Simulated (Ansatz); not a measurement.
Run on Co (hcp type): DFT, PBE, PAW with Ansatz's default frozen-core files, scalar-relativistic (Ansatz 0.2.0). This run: cell relaxed at zero pressure.

The start is a guessed cell.

Command: `ansatz run input.yaml --threads 2 --pin off --max-ram 7168MiB --backend cpu --events-out ev --progress --plain --runs-dir out` It took 37 s on 2 threads of Arm Neoverse V1 (shared host), peak memory 0.5 GiB.

```yaml
crystal:
  lattice:
    - [2.4911007134, 0.0, 0.0]
    - [-1.2455503567, 2.1573565012, 0.0]
    - [0.0, 0.0, 4.0355831558]
  atoms:
    - { symbol: Co, position: [0.3333333333, 0.6666666667, 0.25], spin: 1.7 }
    - { symbol: Co, position: [0.6666666667, 0.3333333333, 0.75], spin: 1.7 }
magnetization:
  spin_polarized: true
kpoints:
  mp_grid: { grid: [21, 21, 11] }
scf:
  occupations: { method: fermi_dirac, width: 0.08 }
hamiltonian:
  xc: pbe
  pseudopotentials: { kind: paw }
output:
  forces: true
  stress: true
  write_density: true
  write_potential: true
  elf: true
  volumetric_format: npy
relax:
  f_tol: 0.005
  max_steps: 40
  cell: {}
```

Output:

```
Engine: ansatz 0.2.0
Pseudopotentials: kind: paw
Pseudopotential: Co, paw, valence charge 17, recommended cutoff 420 eV (normal), Co.paw.azcp
Functional definition: PBE
  parameter kappa = 0.804
  parameter beta = 0.06672455060314922
  exchange = pbe_x(kappa = kappa, mu = beta*pi^2/3)
  correlation = pbe_c(beta = beta)
Crystal: 2 atoms, lattice volume = 21.688 Å³
Basis set: ecut = 420 eV, 391 PW (Γ), exchange–correlation on 36×36×54 points (8 copies of the dense FFT grid, shifted against one another)
Bands: 23, of which v1, the nominal top of the filled ones, is band 17 counted from 1 (16 counted from 0)
Symmetry: 24 space group operations
Space group: P63/mmc (ITA 194), of the structure as read, at distance tolerance 2.8e-5 Å
Magnetic group: BNS 194.263 (UNI 1493), of the structure as read, at distance tolerance 2.8e-5 Å
k-points: 288 of 4851
Non-local potential: Co, projectors of the file, l = 0: 3, l = 1: 2, l = 2: 3, l = 3: 1
PAW form: soft (Blöchl's): semilocal exchange-correlation on the pseudo side does not see the compensation charge
PAW one-centre angular grid: Co, 590 points (default); XC on 64 Gauss nodes
Initial density: superposition of atomic densities (chi_scale 0.1, normalization cell)
Starting moments: Σ|m| = 3.4 μB on 2 of 2 sites
Initial wavefunctions: pseudopotential atomic-orbital guess
Functional: x = pbe(κ = 0.804, μ = 0.2195149727645171), c = pbe(β = 0.06672455060314922)
SCF iter   1: F=—  HF=-10251.689482 eV  |F-HF|=—  |Δ(HF+E_count)|=         —  Δρ=1.03e-1 (↑3.49e-2 ↓1.03e-1)  dr2=2.36e0  dr2_m=2.34e-1  M=3.267 μB ∫|m|=3.398 μB  β_m=0.30  ethr=3.10e-3  ⟨swp⟩=5.1  Hψ=48863  notcnv=0
Mixer restart at iter 1: flushing history
preconditioner: auto → none  [metal: Δε(μ)=0.003 eV  Ē_g=9.078 eV  σ=0.080 eV  W_gap=0.01  n_scr=8 (ndim 8)  ℏωp=33.8 eV  f_vac=0.000  D(μ)=2.02/eV (n_scr^D=22)  sad-step TF]
SCF iter   2: F=—  HF=-10250.964767 eV  |F-HF|=—  |Δ(HF+E_count)|=   7.25e-1  Δρ=4.60e-2 (↑2.14e-2 ↓4.60e-2)  dr2=1.51e-1  dr2_m=2.11e-1  M=3.310 μB ∫|m|=3.484 μB  β_m=0.37  ethr=3.10e-3  ⟨swp⟩=2.7  Hψ=25293  notcnv=0  defer=98
SCF iter   3: F=—  HF=-10251.617933 eV  |F-HF|=—  |Δ(HF+E_count)|=         —  Δρ=3.12e-2 (↑3.12e-2 ↓2.08e-2)  dr2=1.11e-2  dr2_m=1.31e-1  M=3.359 μB ∫|m|=3.594 μB  β_m=0.37  ethr=4.43e-4  ⟨swp⟩=2.2  Hψ=17795  notcnv=0  defer=98
Mixer restart at iter 3: flushing history
SCF iter   4: F=—  HF=-10251.951679 eV  |F-HF|=—  |Δ(HF+E_count)|=   3.34e-1  Δρ=2.03e-2 (↑2.03e-2 ↓1.03e-2)  dr2=1.11e-2  dr2_m=4.60e-2  M=3.323 μB ∫|m|=3.583 μB  β_m=0.65  ethr=3.25e-5  ⟨swp⟩=2.5  Hψ=26334  notcnv=0  defer=98
SCF iter   5: F=—  HF=-10252.305260 eV  |F-HF|=—  |Δ(HF+E_count)|=   3.54e-1  Δρ=2.20e-3 (↑2.20e-3 ↓2.03e-3)  dr2=9.89e-4  dr2_m=5.09e-4  M=3.246 μB ∫|m|=3.558 μB  β_m=0.79  ethr=3.25e-5  ⟨swp⟩=2.0  Hψ=27180  notcnv=0  defer=98
SCF iter   6: F=—  HF=-10252.321275 eV  |F-HF|=—  |Δ(HF+E_count)|=   1.60e-2  Δρ=6.60e-3 (↑6.13e-3 ↓6.60e-3)  dr2=1.97e-2  dr2_m=7.62e-5  M=3.230 μB ∫|m|=3.551 μB  β_m=0.79  ethr=2.91e-6  ⟨swp⟩=2.0  Hψ=28396  notcnv=0  defer=99
SCF iter   7: F=—  HF=-10252.321135 eV  |F-HF|=—  |Δ(HF+E_count)|=   1.40e-4  Δρ=2.29e-3 (↑1.77e-3 ↓2.29e-3)  dr2=2.07e-3  dr2_m=3.38e-5  M=3.223 μB ∫|m|=3.548 μB  β_m=0.90  ethr=2.91e-6  ⟨swp⟩=2.0  Hψ=25669  notcnv=0  defer=98
SCF iter   8: F=—  HF=-10252.321763 eV  |F-HF|=—  |Δ(HF+E_count)|=   6.28e-4  Δρ=3.46e-4 (↑1.76e-4 ↓3.46e-4)  dr2=3.28e-5  dr2_m=2.05e-6  M=3.217 μB ∫|m|=3.545 μB  β_m=0.95  ethr=2.91e-6  ⟨swp⟩=2.2  Hψ=20099  notcnv=0  defer=98
SCF iter   9: F=—  HF=-10252.321774 eV  |F-HF|=—  |Δ(HF+E_count)|=   1.09e-5  Δρ=3.93e-5 (↑1.87e-5 ↓3.93e-5)  dr2=4.63e-7  dr2_m=4.91e-8  M=3.217 μB ∫|m|=3.545 μB  β_m=0.97  ethr=9.65e-8  ⟨swp⟩=2.0  Hψ=22112  notcnv=0  defer=98
SCF iter  10: F=—  HF=-10252.321774 eV  |F-HF|=—  |Δ(HF+E_count)|=   1.47e-7  Δρ=6.21e-6 (↑2.71e-6 ↓6.21e-6)  dr2=8.45e-9  dr2_m=7.96e-10  M=3.216 μB ∫|m|=3.545 μB  β_m=0.98  ethr=1.36e-9  ⟨swp⟩=2.0  Hψ=18850  notcnv=0  defer=98
SCF iter  11: F=-10252.321774 eV  HF=-10252.321774 eV  |F-HF|=1.18e-9  |Δ(HF+E_count)|=  2.73e-11  Δρ=2.16e-6 (↑1.24e-6 ↓2.16e-6)  dr2=1.70e-9  dr2_m=9.35e-11  M=3.216 μB ∫|m|=3.545 μB  ethr=2.48e-11  ⟨swp⟩=4.8  Hψ=68723  notcnv=0
SCF 1 converged in 11 iterations: F = -10252.321774 eV  dr2 = 1.70e-9
  greatest PAW one-centre occupation: 1.001 electrons in one spin orbital (limit 2), on the Co atom at site 1 (counted from 0), in its partial waves of l = 1
relax step   1: F+E_penalty+E_count = -10252.32177432 eV  Δ(F+E_penalty+E_count) = +0.000e0 eV  max|allowed force component| = 3.007e-17 eV/Å  Δτ_max = 0.0000 Å  P = +0.363 GPa  Ω = 21.688 Å³  (11 SCF iters, dr2 threshold 1.00e-7 eV, accepted)
Crystal: 2 atoms, lattice volume = 21.708 Å³
Basis set: ecut = 420 eV, 403 PW (Γ), exchange–correlation on 36×36×54 points (8 copies of the dense FFT grid, shifted against one another)
Initial density: handed on by an earlier stage of this run
Starting moments: Σ|m| = 3.4 μB on 2 of 2 sites; this step starts from the density that it was given
Initial wavefunctions: those handed on with the density
iter 1 solved again at ethr=3.89e-8 eV; its pass at ethr=3.10e-3 eV (dr2=1.32e-5 eV) is discarded
SCF iter   1: F=—  HF=-10252.321802 eV  |F-HF|=—  |Δ(HF+E_count)|=         —  Δρ=2.28e-4 (↑2.28e-4 ↓1.27e-4)  dr2=1.61e-5  dr2_m=8.70e-7  M=3.217 μB ∫|m|=3.546 μB  β_m=0.65  ethr=3.89e-8  ⟨swp⟩=2.0  Hψ=62624  notcnv=0
preconditioner: auto → none  [metal: Δε(μ)=0.001 eV  Ē_g=9.510 eV  σ=0.080 eV  W_gap=0.00  n_scr=2 (ndim 8)  ℏωp=33.8 eV  f_vac=0.000  D(μ)=1.85/eV (n_scr^D=22)]
SCF iter   2: F=—  HF=-10252.321802 eV  |F-HF|=—  |Δ(HF+E_count)|=   6.26e-7  Δρ=2.59e-4 (↑2.59e-4 ↓2.17e-4)  dr2=2.34e-5  dr2_m=1.19e-7  M=3.217 μB ∫|m|=3.546 μB  β_m=0.30  ethr=3.89e-8  ⟨swp⟩=2.0  Hψ=23429  notcnv=0
SCF iter   3: F=—  HF=-10252.321796 eV  |F-HF|=—  |Δ(HF+E_count)|=   5.33e-6  Δρ=4.82e-5 (↑2.31e-5 ↓4.82e-5)  dr2=1.48e-7  dr2_m=1.79e-7  M=3.217 μB ∫|m|=3.546 μB  β_m=0.65  ethr=3.89e-8  ⟨swp⟩=2.9  Hψ=24421  notcnv=0
SCF iter   4: F=—  HF=-10252.321799 eV  |F-HF|=—  |Δ(HF+E_count)|=   2.86e-6  Δρ=3.69e-5 (↑7.38e-6 ↓3.69e-5)  dr2=2.02e-7  dr2_m=7.11e-8  M=3.218 μB ∫|m|=3.546 μB  β_m=0.82  ethr=4.34e-10  ⟨swp⟩=2.0  Hψ=23475  notcnv=0
SCF iter   5: F=—  HF=-10252.321800 eV  |F-HF|=—  |Δ(HF+E_count)|=   7.25e-7  Δρ=9.29e-6 (↑6.01e-6 ↓9.29e-6)  dr2=3.43e-9  dr2_m=9.37e-9  M=3.218 μB ∫|m|=3.547 μB  β_m=0.84  ethr=4.34e-10  ⟨swp⟩=2.0  Hψ=23190  notcnv=0
SCF iter   6: F=-10252.321800 eV  HF=-10252.321800 eV  |F-HF|=2.86e-8  |Δ(HF+E_count)|=   3.12e-8  Δρ=1.01e-5 (↑7.15e-6 ↓1.01e-5)  dr2=3.77e-8  dr2_m=6.49e-10  M=3.218 μB ∫|m|=3.547 μB  ethr=1.01e-11  ⟨swp⟩=5.0  Hψ=73346  notcnv=0
[... lines left out ...]
SCF 4 converged in 7 iterations: F = -10252.321837 eV  dr2 = 4.62e-12
relax step   4: F+E_penalty+E_count = -10252.32183720 eV  Δ(F+E_penalty+E_count) = -4.120e-5 eV  max|allowed force component| = 6.476e-17 eV/Å  Δτ_max = 0.0000 Å  P = -0.002 GPa  Ω = 21.725 Å³  stress off target by 9.27e-3 GPa  SCF on the basis re-selected at this cell (its energy is not comparable with the rows above)  (7 SCF iters)
basis re-selected at this cell: Δ(F+E_penalty+E_count) = -4.120e-5 eV, ΔP = +0.002 GPa vs the last step (what re-selecting the basis moved, of the pressure what is left beyond the Pulay correction that the steps carried, after the strain that the cell walked since its last selection, with what the two solves' SCF thresholds leave and, on support functions, any second-order correction that the steps lacked; it is no measure of the basis error at this ecutwfc). This SCF's stress stands 9.27e-3 GPa from its target on what of the cell is left free (relax.cell.stress_tol is 5.00e-2 GPa) and its largest allowed force component is 6.48e-17 eV/Å (relax.f_tol is 5.00e-3 eV/Å): within both
SCF converged after 7 iterations
Magnetization: 3.2192 μB (18.6096 up, 15.3904 down)
Absolute magnetization: 3.5495 μB (∫|ρ↑−ρ↓|, with the PAW one-centre terms)
Spin contamination: 0.0564 ħ² per cell (⟨S²⟩ above its minimum at these occupations)
Per-site moments (μB) at R_I (Å): [(1.6853895042409546, 1.0222987712389462), (1.6853895042409541, 1.0222987712389462)]
Free energy (F): -10252.321837 eV
Harris-Foulkes:  -10252.321837 eV  (|F-HF|=5.46e-12)
Internal energy: -10252.282929 eV  (E = F + TS)
E sigma→0 (E₀):  -10252.302383 eV
Entropy (-TS):   -0.038908 eV (-19.454 meV/atom)
Fermi energy:    18.668276 eV
--- Per-component energies (eV) ---
  E_band       = -488.681375
  E_kinetic    = 907.208749
  E_local      = -5668.294713  (includes V_loc(G=0)·N_el)
  E_nonlocal   = 908.223411
  E_hartree    = 2375.745609
  E_xc         = -318.002766
  E_vxc        = -410.362688  (∫ρ·V_xc dr)
  E_paw        = -3030.258991  (= ΣΔE_a)
  E_vpaw       = -976.947727  (= ΣTr[D̂ρ^β])
  E_aug_tail   = 0.000164  (compensation charges beyond the density's cutoff)
  E_ewald      = -5426.904392
  E_smearing   = -0.038908  (= −TS)
  E_closure    = 0.000000  (closes the sum)
  Σ components = -10252.321837   (vs F -10252.321837, Δ=0.00e0)
--- Forces (eV/Å), atoms counted from 1 ---
  atom   1  Co     0.00000000     0.00000000    -0.00000000
  atom   2  Co     0.00000000    -0.00000000     0.00000000
  max |Σ_I F_I| component: 1.85e-17 eV/Å
--- Stress (GPa, compression-positive) ---
        0.001773      -0.000000      -0.000000
       -0.000000       0.001773      -0.000000
       -0.000000      -0.000000      -0.009271
  P = ⅓ Tr σ = -0.0019 GPa (-0.019 kbar)
--- Band table (eV; the first three rows and the last of 576) ---
  k-point 0 ↑: bands = ["-77.3977", "-77.3411", "-40.7953", "-40.5144", "-40.5144", "-40.4672", "-40.4667", "-40.4667", "9.6515", "13.4895", "16.0456", "16.0681", "16.0681", "16.3827", "16.3827", "16.7310", "16.7310", "17.8400", "17.8400", "18.4856", "24.9496", "40.4320", "42.8253"]
  k-point 1 ↑: bands = ["-77.3966", "-77.3422", "-40.7888", "-40.5134", "-40.5134", "-40.4739", "-40.4676", "-40.4676", "9.7351", "13.4723", "16.0236", "16.0436", "16.0436", "16.3594", "16.3594", "16.7854", "16.7854", "17.8360", "17.8360", "18.1428", "25.4562", "40.4048", "42.8993"]
  k-point 2 ↑: bands = ["-77.3933", "-77.3456", "-40.7697", "-40.5106", "-40.5106", "-40.4936", "-40.4705", "-40.4705", "9.9830", "13.4003", "15.9618", "15.9947", "15.9947", "16.2958", "16.2958", "16.9214", "16.9214", "17.3771", "17.8192", "17.8192", "26.7312", "40.2335", "41.5081"]
  k-point 287 ↓: bands = ["-75.2666", "-75.2666", "-38.7227", "-38.7227", "-38.6584", "-38.6432", "-38.5073", "-38.5073", "16.0266", "16.0712", "16.1199", "16.1199", "16.9150", "16.9150", "18.4238", "18.5904", "19.7669", "19.7669", "24.9349", "24.9349", "26.2514", "27.0422", "28.8427"]
--- Relaxed structure (3 steps of the walk, 3 accepted, 1 SCFs on fresh bases) ---
  F+E_penalty+E_count = -10252.32183720 eV   max|allowed force component| = 6.476e-17 eV/Å   (the final SCF, on the basis selected at the relaxed cell)
  cell:  # Å, volume = 21.7254 Å³
    - [2.493581130775025, -5.73461168759098e-35, 5.73461168759098e-35]
    - [-1.2467905653875124, 2.159504605648698, 2.9154353842806584e-20]
    - [9.290070934087511e-35, 5.453656788810466e-20, 4.034512210063617]
  atoms:
    - { symbol: Co, position: [0.33333333333333326, 0.6666666666666665, 0.24999999999999997] }
    - { symbol: Co, position: [0.6666666666666666, 0.33333333333333326, 0.7499999999999998] }
```

Next run (hcp relaxed under pressure), as changes to the input before:

```diff
   lattice:
-    - [2.4911007134, 0.0, 0.0]
-    - [-1.2455503567, 2.1573565012, 0.0]
-    - [0.0, 0.0, 4.0355831558]
+    - [2.1081077266, 0.0, 0.0]
+    - [-1.0540538633, 1.8256748452, 0.0]
+    - [0.0, 0.0, 3.4151345172]
   atoms:
   stress: true
-  write_density: true
-  write_potential: true
-  elf: true
-  volumetric_format: npy
+  eigenvalues: true
 relax:
   max_steps: 40
-  cell: {}
+  cell: { p_target: 330.0, stress_tol: 0.165 }
```

Results part of the output:

```
basis re-selected at this cell: Δ(F+E_penalty+E_count) = +3.435e-5 eV, ΔP = -0.003 GPa vs the last step (what re-selecting the basis moved, of the pressure what is left beyond the Pulay correction that the steps carried, after the strain that the cell walked since its last selection, with what the two solves' SCF thresholds leave and, on support functions, any second-order correction that the steps lacked; it is no measure of the basis error at this ecutwfc). This SCF's stress stands 1.58e-2 GPa from its target on what of the cell is left free (relax.cell.stress_tol is 1.65e-1 GPa) and its largest allowed force component is 0.00e0 eV/Å (relax.f_tol is 5.00e-3 eV/Å): within both
SCF converged after 5 iterations
Magnetization: 0.0000 μB (17.0000 up, 17.0000 down)
Absolute magnetization: 0.0000 μB (∫|ρ↑−ρ↓|, with the PAW one-centre terms)
Spin contamination: 0.0000 ħ² per cell (⟨S²⟩ above its minimum at these occupations)
Per-site moments (μB) at R_I (Å): [(1.6268911041226251e-6, 0.8647321749796459), (1.626891104546203e-6, 0.8647321749796459)]
Free energy (F): -10246.823857 eV
Harris-Foulkes:  -10246.823857 eV  (|F-HF|=9.46e-11)
Internal energy: -10246.765439 eV  (E = F + TS)
E sigma→0 (E₀):  -10246.794648 eV
Entropy (-TS):   -0.058418 eV (-29.209 meV/atom)
Fermi energy:    33.673991 eV
--- Per-component energies (eV) ---
  E_band       = -34.587889
  E_kinetic    = 952.475321
  E_local      = -4183.537115  (includes V_loc(G=0)·N_el)
  E_nonlocal   = 927.575921
  E_hartree    = 1854.801570
  E_xc         = -330.813037
  E_vxc        = -427.899515  (∫ρ·V_xc dr)
  E_paw        = -3048.834912  (= ΣΔE_a)
  E_vpaw       = -1012.806818  (= ΣTr[D̂ρ^β])
  E_aug_tail   = 0.000203  (compensation charges beyond the density's cutoff)
  E_ewald      = -6418.433391
  E_smearing   = -0.058418  (= −TS)
  E_closure    = 0.000000  (closes the sum)
  Σ components = -10246.823857   (vs F -10246.823857, Δ=0.00e0)
--- Forces (eV/Å), atoms counted from 1 ---
  atom   1  Co     0.00000000     0.00000000     0.00000000
  atom   2  Co     0.00000000     0.00000000     0.00000000
  max |Σ_I F_I| component: 9.25e-18 eV/Å
--- Stress (GPa, compression-positive) ---
      329.996731       0.000000       0.000000
        0.000000     329.996731       0.000000
        0.000000       0.000000     330.015796
  P = ⅓ Tr σ = 330.0031 GPa (3300.031 kbar)
--- Band table (eV; the first three rows and the last of 576) ---
  k-point 0 ↑: bands = ["-62.9644", "-62.4761", "-26.9861", "-25.4150", "-25.4150", "-25.1952", "-25.1866", "-25.1866", "21.2111", "25.0779", "29.8295", "29.8802", "29.8802", "30.6255", "30.6255", "31.4268", "31.4268", "33.3096", "33.8321", "33.8321", "45.8444", "58.7923", "63.2827"]
  k-point 1 ↑: bands = ["-62.9547", "-62.4860", "-26.9514", "-25.4104", "-25.4104", "-25.2332", "-25.1913", "-25.1913", "21.3381", "25.0981", "29.7782", "29.8314", "29.8314", "30.5715", "30.5715", "31.5440", "31.5440", "32.9451", "33.8294", "33.8294", "46.3474", "58.6449", "63.2120"]
  k-point 2 ↑: bands = ["-62.9263", "-62.5152", "-26.8498", "-25.3970", "-25.3970", "-25.3437", "-25.2048", "-25.2048", "21.7105", "25.1405", "29.6349", "29.7327", "29.7327", "30.4252", "30.4252", "31.8414", "31.8414", "32.0308", "33.8076", "33.8076", "47.6863", "58.2695", "62.5341"]
  k-point 287 ↓: bands = ["-62.3832", "-62.3832", "-26.5771", "-26.5771", "-26.2461", "-26.1665", "-25.4928", "-25.4928", "27.1940", "27.2679", "27.2679", "27.4618", "29.2614", "29.2614", "31.2814", "31.5498", "33.9318", "33.9318", "43.2631", "43.2631", "44.7442", "45.8271", "49.9567"]
--- Relaxed structure (2 steps of the walk, 2 accepted, 1 SCFs on fresh bases) ---
  F+E_penalty+E_count = -10246.82385690 eV   max|allowed force component| = 0.000e0 eV/Å   (the final SCF, on the basis selected at the relaxed cell)
  cell:  # Å, volume = 13.1324 Å³
    - [2.1074970863097446, 0.0, 0.0]
    - [-1.0537485431548723, 1.8251460151459244, 0.0]
    - [0.0, 0.0, 3.414114622927027]
  atoms:
    - { symbol: Co, position: [0.3333333333333332, 0.6666666666666664, 0.24999999999999997] }
    - { symbol: Co, position: [0.6666666666666666, 0.3333333333333332, 0.75] }
```

Next run (diamond relaxed under pressure), as changes to the input before:

```diff
   lattice:
-    - [2.1081077266, 0.0, 0.0]
-    - [-1.0540538633, 1.8256748452, 0.0]
-    - [0.0, 0.0, 3.4151345172]
+    - [0.0, 1.9248244892, 1.9248244892]
+    - [1.9248244892, 0.0, 1.9248244892]
+    - [1.9248244892, 1.9248244892, 0.0]
   atoms:
-    - { symbol: Co, position: [0.3333333333, 0.6666666667, 0.25], spin: 1.7 }
-    - { symbol: Co, position: [0.6666666667, 0.3333333333, 0.75], spin: 1.7 }
+    - { symbol: Co, position: [-0.125, -0.125, -0.125], spin: 1.7 }
+    - { symbol: Co, position: [0.125, 0.125, 0.125], spin: 1.7 }
 magnetization:
 kpoints:
-  mp_grid: { grid: [21, 21, 11] }
+  mp_grid: { grid: [16, 16, 16] }
 scf:
```

Command: `ansatz run input.yaml --threads 2 --pin off --max-ram 7168MiB --backend cpu --events-out ev --progress --plain --runs-dir out` It took 23 s on 2 threads of Arm Neoverse V1 (shared host), peak memory 0.38 GiB.

Results part of the output:

```
basis re-selected at this cell: Δ(F+E_penalty+E_count) = -1.801e-2 eV, ΔP = -0.144 GPa vs the last step (what re-selecting the basis moved, of the pressure what is left beyond the Pulay correction that the steps carried, after the strain that the cell walked since its last selection, with what the two solves' SCF thresholds leave and, on support functions, any second-order correction that the steps lacked; it is no measure of the basis error at this ecutwfc). This SCF's stress stands 7.36e-2 GPa from its target on what of the cell is left free (relax.cell.stress_tol is 1.65e-1 GPa) and its largest allowed force component is 2.13e-16 eV/Å (relax.f_tol is 5.00e-3 eV/Å): within both
SCF converged after 9 iterations
Magnetization: 0.0000 μB (17.0000 up, 17.0000 down)
Absolute magnetization: 0.0000 μB (∫|ρ↑−ρ↓|, with the PAW one-centre terms)
Spin contamination: 0.0000 ħ² per cell (⟨S²⟩ above its minimum at these occupations)
Per-site moments (μB) at R_I (Å): [(1.1136172098953948e-10, 0.7157405847660991), (1.1136184353581153e-10, 0.7157405847660991)]
Free energy (F): -10241.571455 eV
Harris-Foulkes:  -10241.571455 eV  (|F-HF|=0.00e0)
Internal energy: -10241.536878 eV  (E = F + TS)
E sigma→0 (E₀):  -10241.554167 eV
Entropy (-TS):   -0.034577 eV (-17.289 meV/atom)
Fermi energy:    27.345314 eV
--- Per-component energies (eV) ---
  E_band       = -269.824310
  E_kinetic    = 950.650088
  E_local      = -5617.882362  (includes V_loc(G=0)·N_el)
  E_nonlocal   = 962.508494
  E_hartree    = 2458.032119
  E_xc         = -326.216934
  E_vxc        = -421.766070  (∫ρ·V_xc dr)
  E_paw        = -3074.282940  (= ΣΔE_a)
  E_vpaw       = -1059.398947  (= ΣTr[D̂ρ^β])
  E_aug_tail   = 0.000120  (compensation charges beyond the density's cutoff)
  E_ewald      = -5594.345463
  E_smearing   = -0.034577  (= −TS)
  E_closure    = 0.000000  (closes the sum)
  Σ components = -10241.571455   (vs F -10241.571455, Δ=0.00e0)
--- Forces (eV/Å), atoms counted from 1 ---
  atom   1  Co     0.00000000     0.00000000     0.00000000
  atom   2  Co    -0.00000000    -0.00000000    -0.00000000
  max |Σ_I F_I| component: 1.06e-16 eV/Å
--- Stress (GPa, compression-positive) ---
      329.926449       0.000000       0.000000
        0.000000     329.926449       0.000000
        0.000000       0.000000     329.926449
  P = ⅓ Tr σ = 329.9264 GPa (3299.264 kbar)
--- Band table (eV; the first three rows and the last of 290) ---
  k-point 0 ↑: bands = ["-70.4957", "-68.6096", "-34.0482", "-34.0482", "-34.0482", "-31.9812", "-31.9812", "-31.9812", "16.3366", "20.2424", "20.2424", "21.4839", "21.4839", "21.4839", "25.0903", "25.0903", "25.0903", "28.1718", "28.1718", "45.9219", "45.9219", "45.9219", "46.3369"]
  k-point 1 ↑: bands = ["-70.4796", "-68.6201", "-34.0600", "-34.0600", "-34.0495", "-31.9801", "-31.9690", "-31.9690", "16.4605", "20.1820", "20.1820", "21.4875", "21.5843", "21.5843", "25.0061", "25.0706", "25.0706", "28.1718", "28.1718", "43.9666", "45.6489", "45.6489", "46.6510"]
  k-point 2 ↑: bands = ["-70.4326", "-68.6513", "-34.0928", "-34.0928", "-34.0534", "-31.9768", "-31.9349", "-31.9349", "16.8206", "20.0654", "20.0654", "21.5120", "21.8006", "21.8006", "24.7602", "25.0345", "25.0345", "28.1674", "28.1674", "41.6768", "45.1307", "45.1307", "45.7036"]
  k-point 144 ↓: bands = ["-69.4574", "-69.4574", "-34.6176", "-34.6176", "-32.9892", "-32.9892", "-31.4246", "-31.4246", "18.5934", "18.5934", "22.2241", "22.2241", "23.2805", "23.2805", "24.4119", "24.4119", "28.5268", "28.5268", "31.3767", "31.3767", "32.1539", "32.1539", "48.5281"]
--- Relaxed structure (4 steps of the walk, 4 accepted, 1 SCFs on fresh bases) ---
  F+E_penalty+E_count = -10241.57145525 eV   max|allowed force component| = 2.128e-16 eV/Å   (the final SCF, on the basis selected at the relaxed cell)
  cell:  # Å, volume = 16.0854 Å³
    - [4.687742270263943e-33, 2.003554032895261, 2.003554032895261]
    - [2.0035540328952606, 3.5667604230269135e-33, 2.003554032895261]
    - [2.0035540328952606, 2.003554032895261, 8.152595252632945e-34]
  atoms:
    - { symbol: Co, position: [-0.125, -0.125, -0.125] }
    - { symbol: Co, position: [0.125, 0.125, 0.125] }
```

The magnetic state is the one reached from the start moments; other orders weren't searched.
